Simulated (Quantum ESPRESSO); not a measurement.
Y in Quantum ESPRESSO: convergence with SCF threshold

Input of the first run (SCF threshold 0.001 Ry); the others differ in this setting and in those tied to it:

Contents of pw.in:

```
&CONTROL
  calculation = 'scf'
  prefix = 'pwscf'
  outdir = './tmp'
  pseudo_dir = './pseudo'
  tprnfor = .true.
  tstress = .true.
  disk_io = 'nowf'
/
&SYSTEM
  ibrav = 0
  nat = 2
  ntyp = 1
  ecutwfc = 72
  nbnd = 18
  occupations = 'smearing'
  smearing = 'fd'
  degauss = 0.00367493
/
&ELECTRONS
  conv_thr = 0.001
  electron_maxstep = 120
  mixing_beta = 0.5
/
ATOMIC_SPECIES
Y     88.9058 Y.upf
CELL_PARAMETERS angstrom
   3.6474000000    0.0000000000    0.0000000000
  -1.8237000000    3.1587410578    0.0000000000
   0.0000000000    0.0000000000    5.7306000000
ATOMIC_POSITIONS crystal
Y      0.6700770000    0.3217800000    0.7512290000
Y      0.3305060000    0.6741340000    0.2556330000
K_POINTS automatic
7 7 4 0 0 0
```

Potentials or basis: Ansatz NC SR PBE.

Command:

```console
$ OMP_NUM_THREADS=1 pw.x -in pw.in > pw.out
```

The cell isn't the ideal one: atoms moved at random, drawn with an rms of 0.05 Å.

Hardware: 1 thread of Arm Neoverse V1 (shared host).

| SCF threshold | energy less the tightest run, at zero smearing (meV/atom) | pressure (GPa) | largest force (eV/Å) | SCF cycles | CPU time (s) | peak memory (GiB) |
| --- | --- | --- | --- | --- | --- | --- |
| 0.001 Ry | 0.15 | 0.48 | 0.110 | 4 | 66 | 0.18 |
| 0.0001 Ry | 0.15 | 0.48 | 0.110 | 4 | 67 | 0.18 |
| 1e-05 Ry | 0.02 | -0.14 | 0.142 | 6 | 86 | 0.18 |
| 1e-06 Ry | 0.00 | -0.13 | 0.141 | 7 | 95 | 0.18 |
| 1e-07 Ry | 0.00 | -0.11 | 0.137 | 9 | 120 | 0.18 |
| 1e-08 Ry | 0.00 | -0.11 | 0.137 | 9 | 120 | 0.18 |
| 1e-10 Ry | 0.00 | -0.11 | 0.138 | 11 | 140 | 0.18 |
| 1e-12 Ry | 0.00 | -0.11 | 0.138 | 14 | 170 | 0.18 |

Against the tightest run, the energy stays within 1 meV/atom from 0.001 Ry on; the pressure stays within 0.1 GPa from 1e-05 Ry on; the largest force stays within 0.005 eV/Å from 1e-05 Ry on. The tightest run that finished is the yardstick and may itself not be fully converged.
